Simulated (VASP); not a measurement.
BN (Qingsongite):

```
CELL_PARAMETERS angstrom
0.00000 1.80332 1.80332
1.80332 0.00000 1.80332
1.80332 1.80332 0.00000
ATOMIC_POSITIONS crystal
B 0.00000 0.00000 0.00000
N 0.25000 0.25000 0.25000
```

Base run:

```yaml
Program: VASP 6.6.1
Functional: PBE
Potentials_or_basis: VASP PAW PBE potentials, release 64 (B, N)
Cutoff: 520 eV
k_mesh: 14 × 14 × 14
Occupations: gaussian, width 0.03 eV
Spin: no spin polarisation
```

Its results: band gap on the k mesh 4.47 eV, indirect (least direct gap 8.85 eV); pressure 6.0 GPa.

Task: The run is repeated on the same cell with these changes: functional from PBE to LDA; potentials or basis from VASP PAW PBE potentials, release 64 (B, N) to VASP PAW LDA potentials, release 64 (B, N). What comes out?

Result: Band gap on the k mesh 4.35 eV, indirect (least direct gap 8.72 eV); pressure -7.5 GPa.
